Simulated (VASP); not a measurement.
Write the native input for VASP 6.6.1 that does the following.

- Task: relaxation of the atoms
- Functional: PBEsol
- Potentials or basis: VASP PAW PBE potentials, release 64 (Ga_d, As)
- Cutoff: 350 eV
- k mesh: 2 × 2 × 2
- Occupations: gaussian, width 0.03 eV
- Spin: collinear spin, ferromagnetic start
- Starting moments: [0.0, 0.0, 0.0, 0.0, 0.0, 0.0, 0.0, 0.0, 0.0, 0.0, 0.0, 0.5, 0.5, 0.5, 0.0, 0.0, 0.0, 0.0, 0.0, 0.5, 0.0, 0.0, 0.0] μB
- Dq: -1
- Further INCAR settings: LREAL = Auto; ALGO = Normal; EDIFF = 1e-05; IBRION = 2; EDIFFG = -0.03; NSW = 40; NELECT = 204.0

The structure of Ga11As12 (a cell with a defect) lies in POSCAR:

```
Ga11As12
1.0
    0.0000000000      8.4805500000      8.4805500000
    5.6537000000      0.0000000000      5.6537000000
    5.6537000000      5.6537000000      0.0000000000
Ga As
11 12
Direct
    0.0000000000      0.0000000000      0.5000000000
    0.0000000000      0.5000000000      0.0000000000
    0.0000000000      0.5000000000      0.5000000000
    0.3333330000      0.0000000000      0.0000000000
    0.3333330000      0.0000000000      0.5000000000
    0.3333330000      0.5000000000      0.0000000000
    0.3333330000      0.5000000000      0.5000000000
    0.6666670000      0.0000000000      0.0000000000
    0.6666670000      0.0000000000      0.5000000000
    0.6666670000      0.5000000000      0.0000000000
    0.6666670000      0.5000000000      0.5000000000
    0.0833333333      0.1250000000      0.1250000000
    0.0833333333      0.1250000000      0.6250000000
    0.0833333333      0.6250000000      0.1250000000
    0.0833333333      0.6250000000      0.6250000000
    0.4166663333      0.1250000000      0.1250000000
    0.4166663333      0.1250000000      0.6250000000
    0.4166663333      0.6250000000      0.1250000000
    0.4166663333      0.6250000000      0.6250000000
    0.7500003333      0.1250000000      0.1250000000
    0.7500003333      0.1250000000      0.6250000000
    0.7500003333      0.6250000000      0.1250000000
    0.7500003333      0.6250000000      0.6250000000
```

The input as run:

INCAR

```
PREC     = Accurate       # precision mode
ENCUT    = 350            # plane-wave cutoff, eV
EDIFF    = 1E-5           # SCF threshold, eV
ISMEAR   = 0              # smearing method
SIGMA    = 0.03           # smearing width, eV
LREAL    = Auto         
LASPH    = True           # aspherical terms in the spheres
NELM     = 120            # most SCF steps
ALGO     = Normal         # electronic algorithm
ISIF     = 2              # what is computed and relaxed
LWAVE    = False          # write WAVECAR
LCHARG   = False          # write CHGCAR
ISPIN    = 2              # spin polarisation
MAGMOM   = 0 0 0 0 0 0 0 0 0 0 0 0.5 0.5 0.5 0 0 0 0 0 0.5 0 0 0 # initial moments
LORBIT   = 11             # projections on sites
GGA      = PS             # functional
IBRION   = 2              # ionic algorithm
NSW      = 40             # ionic steps
EDIFFG   = -0.03          # ionic threshold
NELECT   = 204.0        
KPAR     = 2
```

KPOINTS

```
Automatic mesh
0
Gamma
  2 2 2
```

Potentials or basis: VASP PAW PBE potentials, release 64 (Ga_d, As).

Command:

```bash
$ cat potpaw_PBE.64/Ga_d/POTCAR potpaw_PBE.64/As/POTCAR > POTCAR
$ mpirun -np 4 vasp_std > vasp.out
```

Results of the run:

* Energy gained by relaxing: 17.3 meV/atom
* Ionic steps: 14
* Largest force after relaxing: 0.024 eV/Å
* Band gap on the k mesh: none (metal or under the smearing width)
* Net moment: 0.00 μB per cell
* Valence electrons inside the program's atomic spheres: Ga 11.66, 11.65, 11.67, 11.68; As 2.75, 2.83, 2.82, 2.77

Caveat: the k mesh is coarse (spacing up to 0.48 Å⁻¹), so the values aren't converged; the cell is charged against a uniform background, so pressure and absolute levels hang on convention; the PAW data sets were made with another functional, which shifts forces and pressure a little.

Run time: 39 min on 4 MPI ranks on Intel(R) Xeon(R) Platinum 8488C (Sapphire Rapids), with other jobs on the host, peak memory 0.48 GiB a rank.
